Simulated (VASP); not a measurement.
A run of VASP 6.6.1 is set up as follows.

File INCAR:

```
SYSTEM = GaSb
ALGO = Normal ; EDIFF = 1E-7
EDIFFG = -0.005 ; ENCUT = 600
IBRION = 2 ; ISIF = 3
ISMEAR = 0 ; LASPH = .True.
LCHARG = .False. ; LMIXTAU = .True.
LREAL = .False. ; LWAVE = .False.
METAGGA = R2SCAN ; NELM = 100
NSW = 90 ; PREC = Accurate
SIGMA = 0.1
```

File KPOINTS:

```
k-points
0
Gamma
  12 12 12
  0 0 0
```

POSCAR

```
GaSb
1.0
    0.0000000000      3.0686043200      3.0686043200
    3.0686043200      0.0000000000      3.0686043200
    3.0686043200      3.0686043200      0.0000000000
Ga Sb
1 1
Direct
    0.0000000000      0.0000000000      0.0000000000
    0.2500000000      0.2500000000      0.2500000000
```

Potentials or basis: VASP PAW PBE potentials, release 64 (Ga_d, Sb).

The run is started by

```bash
$ cat potpaw_PBE.64/Ga_d/POTCAR potpaw_PBE.64/Sb/POTCAR > POTCAR
$ mpirun -np 1 vasp_std > vasp.out
```

Problem. Predict the band gap on the k mesh.

Solution. 0.39 eV, direct.

Problem. What does it give for the space group after relaxing (to 0.05 Å)?

Solution. F-43m (No. 216).

Problem. Predict the relaxed cell.

Solution. a = 4.338 Å, b = 4.338 Å, c = 4.338 Å, α = 60.00°, β = 60.00°, γ = 60.00°.

Problem. What does it give for the relaxed volume?

Solution. 28.85 Å³/atom.

Final structure:
```xyz
2
Lattice="0.0000 3.0671 3.0671 3.0671 0.0000 3.0671 3.0671 3.0671 0.0000" Properties=species:S:1:pos:R:3 pbc="T T T"
Ga    0.0000    0.0000    0.0000
Sb    1.5336    1.5336    1.5336
```

Caveat: the PAW data sets were made with another functional, which shifts forces and pressure a little; spin-orbit coupling is left out, which moves the levels of the heavy elements. A k mesh can miss the band edges.
